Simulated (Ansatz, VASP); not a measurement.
# Mo: VASP beside Ansatz

INCAR

```
SYSTEM = Mo
PREC = Accurate
ENCUT = 520
EDIFF = 1E-6
ISMEAR = 0
SIGMA = 0.1
LREAL = .False.
LASPH = .True.
NELM = 80
ALGO = Fast
ISIF = 2
LWAVE = .False.
LCHARG = .False.
GGA = PE
NBANDS = 13
```

File KPOINTS:

```
Automatic mesh
0
Gamma
  24 24 24
  0 0 0
```

File POSCAR:

```
Mo
1.0
   -1.6114218944      1.6114218944      1.6114218944
    1.6114218944     -1.6114218944      1.6114218944
    1.6114218944      1.6114218944     -1.6114218944
Mo
1
Direct
    0.0000000000      0.0000000000      0.0000000000
```

Input for Ansatz:

```yaml
crystal:
  lattice:
    - [-1.6114218944, 1.6114218944, 1.6114218944]
    - [1.6114218944, -1.6114218944, 1.6114218944]
    - [1.6114218944, 1.6114218944, -1.6114218944]
  atoms:
    - { symbol: Mo, position: [0.0, 0.0, 0.0] }
basis:
  ecutwfc: 420
kpoints:
  mp_grid: { grid: [24, 24, 24] }
hamiltonian:
  xc: pbe
scf:
  occupations: { method: gaussian, width: 0.1 }
output:
  forces: true
  stress: true
  eigenvalues: true
```

Alike in both runs: task single point; functional PBE; k mesh 24 × 24 × 24; occupations gaussian, width 0.1 eV; no spin polarisation.

```csv
,VASP,Ansatz
version,VASP 6.6.1,Ansatz 0.2.0
potentials or method,"VASP PAW PBE potentials, release 64 (Mo_sv)","scalar-relativistic, plane waves, PAW"
plane-wave cutoff (eV),520,420
valence electrons in the cell,14,14
```

|  | VASP | Ansatz | Ansatz less VASP |
| --- | --- | --- | --- |
| gap on the k mesh at the Fermi level (eV) | none | none | - |
| pressure (GPa) | -12.9 | -13.3 | -0.47 |

A gap of «none» marks a metal or a gap that the smearing closes.
